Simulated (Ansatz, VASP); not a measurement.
# VSi: VASP beside Ansatz

Contents of INCAR:

```
ALGO = Normal
EDIFF = 1E-6
ENCUT = 520
GGA = PE
ISIF = 2
ISMEAR = -1
ISPIN = 2
LASPH = T
LCHARG = F
LMAXMIX = 4
LORBIT = 11
LREAL = F
LWAVE = F
MAGMOM = 1.5 0
NBANDS = 20
NELM = 150
PREC = Accurate
SIGMA = 0.03
```

File KPOINTS:

```
k-points
0
Gamma
  13 13 13
```

File POSCAR:

```
VSi
1.0
    0.0000000000      2.4106330294      2.4106330294
    2.4106330294      0.0000000000      2.4106330294
    2.4106330294      2.4106330294      0.0000000000
V Si
1 1
Direct
    0.0000000000      0.0000000000      0.0000000000
    0.5000000000      0.5000000000      0.5000000000
```

Input for Ansatz:

```yaml
crystal:
  lattice:
    - [0.0, 2.4106330294, 2.4106330294]
    - [2.4106330294, 0.0, 2.4106330294]
    - [2.4106330294, 2.4106330294, 0.0]
  atoms:
    - { symbol: V, position: [0.0, 0.0, 0.0], spin: 1.5 }
    - { symbol: Si, position: [0.5, 0.5, 0.5] }
magnetization:
  spin_polarized: true
kpoints:
  mp_grid: { grid: [13, 13, 13] }
scf:
  occupations: { method: fermi_dirac, width: 0.03 }
hamiltonian:
  xc: pbe
  pseudopotentials: { kind: all_electron, lapw: { basis_error: 0.0005 } }
output:
  forces: true
  stress: true
  eigenvalues: true
```

Change from the starting cell: volume scaled by 0.96.

Alike in both runs: task single point; functional PBE; k mesh 13 × 13 × 13; occupations fermi-dirac, width 0.03 eV; collinear spin.

|  | VASP | Ansatz |
| --- | --- | --- |
| version | VASP 6.6.1 | Ansatz 0.2.0 |
| potentials or method | VASP PAW PBE potentials, release 64 (V_sv, Si) | all-electron LAPW, scalar-relativistic |
| plane-wave cutoff (eV) | 520 | see its input |

Ansatz gave:

* pressure (GPa): 6.1
* net moment per atom (μB): 0.00

Q: Which values does VASP return?

A: Pressure (GPa): 6.3; net moment per atom (μB): 0.00.

Ansatz ran all-electron here, so the differences hold the error of VASP's frozen core and of both bases. Ansatz warned: «seeded_moment_not_kept».
